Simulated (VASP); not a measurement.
Here is a VASP 6.6.1 calculation.

The input INCAR:

```
PREC = Accurate
ENCUT = 600
EDIFF = 1E-6
ISMEAR = 0
SIGMA = 0.1
LREAL = F
LASPH = T
NELM = 100
ALGO = Normal
ISIF = 3
LWAVE = F
LCHARG = F
GGA = PE
IBRION = 2
NSW = 90
EDIFFG = -0.04
```

The input KPOINTS:

```
regular mesh
0
Gamma
  6 6 4
```

File POSCAR:

```
Ga
1.0
    3.9088419701      0.0000000000      0.0000000000
   -1.9544209851      3.3851564455      0.0000000000
    0.0000000000      0.0000000000      4.4347120631
Ga
3
Direct
    0.2254000000      0.0000000000      0.3333333333
    0.0000000000      0.2254000000      0.6666666667
    0.7746000000      0.7746000000      0.0000000000
```

Potentials or basis: VASP PAW PBE potentials, release 64 (Ga_d).

The run is started by

```sh
$ cat potpaw_PBE.64/Ga_d/POTCAR > POTCAR
$ mpirun -np 1 vasp_std > vasp.out
```

Task: Estimate the relaxed volume.

Result: 19.55 Å³/atom.

Task: Predict the relaxed cell.

Result: a = 3.531 Å, b = 3.531 Å, c = 5.431 Å, α = 90.00°, β = 90.00°, γ = 120.00°.

Task: Estimate the space group after relaxing (to 0.05 Å).

Result: R-3m (No. 166).

Step by step:
```tsv
step	energy change (eV)	largest force (eV/Å)	pressure (GPa)	volume (Å³)
1	0.0000	5.6012	20.78	58.68
2	-1.9808	0.1551	-6.15	82.51
3	-2.1380	0.7414	-3.43	73.64
4	-2.1411	0.6344	-3.93	74.60
5	-2.1408	0.6711	-3.70	74.26
6	-2.3237	0.6307	-2.69	69.27
7	-2.5380	0.5244	1.62	59.37
8	-2.5358	0.4516	4.14	56.73
9	-2.5423	0.4918	2.86	58.02
10	-2.6415	0.0887	1.34	58.39
11	-2.7039	0.0857	0.49	58.69
12	-2.6200	0.2039	0.19	58.97
13	-2.7081	0.1909	0.04	58.84
14	-2.7125	0.1499	0.18	58.78
15	-2.7224	0.1266	-0.42	59.13
16	-2.7228	0.1314	-0.56	59.07
17	-2.7265	0.1065	0.33	58.15
18	-2.7265	0.1005	0.70	57.96
19	-2.7298	0.0728	0.60	57.98
20	-2.7334	0.0039	0.48	58.03
21	-2.7335	0.0085	0.56	58.03
22	-2.7346	0.0003	-0.05	58.65
```
